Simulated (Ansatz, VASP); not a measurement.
AlN: VASP beside Ansatz

```
Al N
1.0
     3.12859    0.00000    0.00000
    -1.56429    2.70944    0.00000
     0.00000    0.00000    5.01696
Al N
2 2
Direct
  0.66667 0.33333 0.49929
  0.33333 0.66667 0.99929
  0.66667 0.33333 0.88071
  0.33333 0.66667 0.38071
```

The cell is a database's computed one.

Alike in both runs: task relaxation of cell and atoms; functional PBE; k mesh 9 × 9 × 6; occupations gaussian, width 0.02 eV; no spin polarisation.

```csv
,VASP,Ansatz
version,VASP 6.6.1,Ansatz 0.2.0
potentials or method,"VASP PAW PBE potentials, release 64 (Al, N)","scalar-relativistic, plane waves, PAW"
plane-wave cutoff (eV),600,420
valence electrons in the cell,16,16
```

Ansatz gave:

* gap on the k mesh at the Fermi level, each at its own relaxed structure (eV): 4.03
* relaxed volume (Å³/atom): 10.65
* relaxed cell length with the largest relative difference (Å): 3.130

**Question.** Estimate VASP's values.

**Answer.** gap on the k mesh at the Fermi level, each at its own relaxed structure (eV): 4.06; relaxed volume (Å³/atom): 10.62; relaxed cell length with the largest relative difference (Å): 3.128.

Caveats: an odd mesh through Γ misses points on the zone boundary, where band edges often lie. Expect the measured gap to be larger: semilocal functionals such as PBE lack the derivative discontinuity.
